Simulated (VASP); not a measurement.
Output of a VASP run:

OSZICAR:
```
...
RMM:  35    -0.112563231618E+00   -0.50977E-10   -0.52356E-07  4976   0.125E-04    0.272E-07
 Linear response progress:
  Degree of freedom:   6/  7
       N       E                     dE             d eps       ncg     rms          rms(c)
RMM:   1    -0.127393974423E+00   -0.12739E+00   -0.67536E-02  7677   0.172E+00
RMM:   2    -0.111835389702E+00    0.15559E-01   -0.14827E-02  4670   0.787E-01    0.207E-01
RMM:   3    -0.112503374724E+00   -0.66799E-03   -0.44495E-03  5013   0.360E-01    0.619E-02
RMM:   4    -0.112715890694E+00   -0.21252E-03   -0.56142E-04  4588   0.200E-01    0.450E-02
RMM:   5    -0.112855776826E+00   -0.13989E-03   -0.22950E-04  4601   0.122E-01    0.272E-02
RMM:   6    -0.112976515831E+00   -0.12074E-03   -0.13903E-04  5121   0.469E-02    0.124E-02
RMM:   7    -0.112983481756E+00   -0.69659E-05   -0.11598E-05  6302   0.179E-02    0.554E-03
RMM:   8    -0.113005134669E+00   -0.21653E-04   -0.26300E-06  6188   0.779E-03    0.212E-03
RMM:   9    -0.113005058536E+00    0.76134E-07    0.20664E-07  5638   0.318E-03    0.175E-03
RMM:  10    -0.113005707776E+00   -0.64924E-06   -0.11787E-07  4801   0.192E-03    0.115E-03
RMM:  11    -0.113007699352E+00   -0.19916E-05   -0.22641E-07  5603   0.996E-04    0.324E-04
RMM:  12    -0.113009178080E+00   -0.14787E-05   -0.15553E-07  5981   0.585E-04    0.518E-04
RMM:  13    -0.113008968968E+00    0.20911E-06   -0.50833E-08  7341   0.298E-04    0.234E-04
RMM:  14    -0.113008814334E+00    0.15463E-06   -0.32073E-08  6967   0.190E-04    0.269E-04
RMM:  15    -0.113008752821E+00    0.61513E-07   -0.65335E-08  6056   0.166E-04    0.953E-05
RMM:  16    -0.113008697162E+00    0.55659E-07   -0.73214E-08  6497   0.142E-04    0.106E-04
RMM:  17    -0.113008697077E+00    0.84738E-10   -0.71421E-08  7643   0.131E-04    0.781E-05
 Linear response progress:
  Degree of freedom:   7/  7
       N       E                     dE             d eps       ncg     rms          rms(c)
RMM:   1    -0.128732214163E+00   -0.12873E+00   -0.65884E-02  7685   0.173E+00
RMM:   2    -0.113235891699E+00    0.15496E-01   -0.14807E-02  4661   0.791E-01    0.208E-01
RMM:   3    -0.113888151225E+00   -0.65226E-03   -0.43415E-03  5044   0.370E-01    0.617E-02
RMM:   4    -0.114110185792E+00   -0.22203E-03   -0.56760E-04  4619   0.204E-01    0.448E-02
RMM:   5    -0.114255939723E+00   -0.14575E-03   -0.24805E-04  4670   0.121E-01    0.269E-02
RMM:   6    -0.114374319811E+00   -0.11838E-03   -0.14379E-04  5116   0.475E-02    0.123E-02
RMM:   7    -0.114382489487E+00   -0.81697E-05   -0.12063E-05  6274   0.181E-02    0.571E-03
RMM:   8    -0.114408844909E+00   -0.26355E-04   -0.19948E-06  6111   0.792E-03    0.206E-03
RMM:   9    -0.114408503172E+00    0.34174E-06   -0.26633E-08  5532   0.352E-03    0.178E-03
RMM:  10    -0.114408630401E+00   -0.12723E-06   -0.14856E-07  4872   0.203E-03    0.124E-03
RMM:  11    -0.114410263765E+00   -0.16334E-05   -0.11031E-07  5993   0.989E-04    0.380E-04
RMM:  12    -0.114412485576E+00   -0.22218E-05    0.15999E-08  5891   0.584E-04    0.517E-04
RMM:  13    -0.114412244525E+00    0.24105E-06    0.77368E-09  7039   0.318E-04    0.101E-04
RMM:  14    -0.114412026389E+00    0.21814E-06   -0.90894E-08  7098   0.213E-04    0.227E-04
RMM:  15    -0.114412020453E+00    0.59362E-08   -0.74683E-08  6679   0.170E-04    0.640E-05
 Linear response finished
```

File OUTCAR:
```
------------------------ aborting loop because EDIFF is reached ----------------------------------------

   1 f  =    8.818609 THz    55.408957 2PiTHz  294.157146 cm-1    36.470822 meV
             X         Y         Z           dx          dy          dz
      0.000000  0.000000  5.646531    -0.000000    0.000000   -0.237828
      2.801603  0.000000  2.823266     0.000000   -0.000000    0.237828
      0.000000  2.801603  2.823266    -0.000000    0.000000   -0.064912
      0.000000  0.000000  0.000000     0.000000    0.000000    0.064912
      1.562174  1.400802  7.058164     0.468628   -0.000000    0.000000
      4.202405  1.239429 -1.411633     0.000000    0.468628   -0.000000
      1.239429  1.400802  1.411633    -0.468628    0.000000   -0.000000
     -1.400802  1.562174  4.234898    -0.000000   -0.468628    0.000000

   2 f  =    8.770915 THz    55.109284 2PiTHz  292.566233 cm-1    36.273574 meV
             X         Y         Z           dx          dy          dz
      0.000000  0.000000  5.646531    -0.000000    0.000000   -0.216620
      2.801603  0.000000  2.823266    -0.000000   -0.000000   -0.216620
      0.000000  2.801603  2.823266     0.000000    0.000000    0.067268
      0.000000  0.000000  0.000000     0.000000   -0.000000    0.067268
      1.562174  1.400802  7.058164     0.000000    0.446923    0.156638
      4.202405  1.239429 -1.411633    -0.446923    0.000000    0.156638
      1.239429  1.400802  1.411633    -0.000000   -0.446923    0.156638
     -1.400802  1.562174  4.234898     0.446923   -0.000000    0.156638

   3 f  =    8.632704 THz    54.240879 2PiTHz  287.956012 cm-1    35.701979 meV
             X         Y         Z           dx          dy          dz
      0.000000  0.000000  5.646531     0.000000    0.000000   -0.000000
      2.801603  0.000000  2.823266    -0.000000    0.000000   -0.000000
      0.000000  2.801603  2.823266    -0.000000   -0.000000    0.000000
      0.000000  0.000000  0.000000    -0.000000   -0.000000    0.000000
      1.562174  1.400802  7.058164     0.000000    0.204147    0.456425
      4.202405  1.239429 -1.411633     0.204147    0.000000   -0.456425
      1.239429  1.400802  1.411633    -0.000000   -0.204147    0.456425
     -1.400802  1.562174  4.234898    -0.204147    0.000000   -0.456425

   4 f  =    8.538003 THz    53.645858 2PiTHz  284.797138 cm-1    35.310329 meV
             X         Y         Z           dx          dy          dz
      0.000000  0.000000  5.646531     0.220222    0.127379   -0.000000
      2.801603  0.000000  2.823266    -0.251976    0.035091    0.000000
      0.000000  2.801603  2.823266     0.003141   -0.020358   -0.000000
      0.000000  0.000000  0.000000     0.004755   -0.020042    0.000000
      1.562174  1.400802  7.058164    -0.046565   -0.363235   -0.479739
      4.202405  1.239429 -1.411633     0.070992    0.238252   -0.093761
      1.239429  1.400802  1.411633    -0.046565   -0.363235    0.479739
     -1.400802  1.562174  4.234898     0.070992    0.238252    0.093761

   5 f  =    8.538003 THz    53.645858 2PiTHz  284.797138 cm-1    35.310329 meV
             X         Y         Z           dx          dy          dz
      0.000000  0.000000  5.646531     0.127379   -0.220222   -0.000000
      2.801603  0.000000  2.823266     0.035091    0.251976   -0.000000
      0.000000  2.801603  2.823266    -0.020358   -0.003141    0.000000
      0.000000  0.000000  0.000000    -0.020042   -0.004755    0.000000
      1.562174  1.400802  7.058164     0.238252   -0.070992   -0.093761
      4.202405  1.239429 -1.411633    -0.363235    0.046565    0.479739
      1.239429  1.400802  1.411633     0.238252   -0.070992    0.093761
     -1.400802  1.562174  4.234898    -0.363235    0.046565   -0.479739

   6 f  =    8.070196 THz    50.706536 2PiTHz  269.192757 cm-1    33.375633 meV
             X         Y         Z           dx          dy          dz
      0.000000  0.000000  5.646531     0.190101    0.213575   -0.000000
      2.801603  0.000000  2.823266     0.285208    0.020216   -0.000000
      0.000000  2.801603  2.823266     0.023687   -0.094694    0.000000
      0.000000  0.000000  0.000000    -0.060549    0.076563   -0.000000
      1.562174  1.400802  7.058164    -0.486663    0.031513   -0.146039
      4.202405  1.239429 -1.411633     0.064068   -0.239375    0.296905
      1.239429  1.400802  1.411633    -0.486663    0.031513    0.146039
     -1.400802  1.562174  4.234898     0.064068   -0.239375   -0.296905

   7 f  =    8.070196 THz    50.706536 2PiTHz  269.192757 cm-1    33.375633 meV
             X         Y         Z           dx          dy          dz
...
```
(Selected blocks of OUTCAR.)

File POSCAR:
```
InCuS2
1
   -2.8016030000     2.8016030000     5.6465310000
    2.8016030000    -2.8016030000     5.6465310000
    2.8016030000     2.8016030000    -5.6465310000
In Cu S
2 2 4
Direct
  0.5000000000   0.5000000000   0.0000000000
  0.2500000000   0.7500000000   0.5000000000
  0.7500000000   0.2500000000   0.5000000000
  0.0000000000   0.0000000000   0.0000000000
  0.8750000000   0.9038000000   0.5288000000
  0.0962000000   0.6250000000   0.9712000000
  0.3750000000   0.3462000000   0.4712000000
  0.6538000000   0.1250000000   0.0288000000
```

### Question
Write an INCAR and KPOINTS that could have produced this output.

### Answer
Several could match; the one computed here: the input of the run itself, PBE GGA, plane waves, VASP's PBE PAW potentials (set 64).

**INCAR**
```
SYSTEM = InCuS2
PREC = Accurate
ENCUT = 300
EDIFF = 1E-8
NELM = 100
ALGO = Normal
LREAL = .FALSE.
LASPH = .TRUE.
ISMEAR = -1
SIGMA = 0.05
GGA = PE
LMAXMIX = 4
LWAVE = .FALSE.
LCHARG = .FALSE.
ISIF = 2
LEPSILON = .FALSE.
IBRION = 8
NSW = 1
```

File KPOINTS:
```
K-points
0
gamma
 4 4 4
0 0 0
```

POTCAR, in this order: In_d Cu S (PBE.64 set). Program: vasp_std.

The structure comes from a computed database's InCuS2 entry; how it stands against other phases isn't given here. The cell was not relaxed at this level. The k-mesh is coarse (spacing up to 0.40 per Å, 2π included), so the numbers may not be converged in it. The run is one of a series of settings (EDIFF = 1E-8, IBRION = 8, LEPSILON = .FALSE., NSW = 1 against the base run), some of them coarse on purpose.
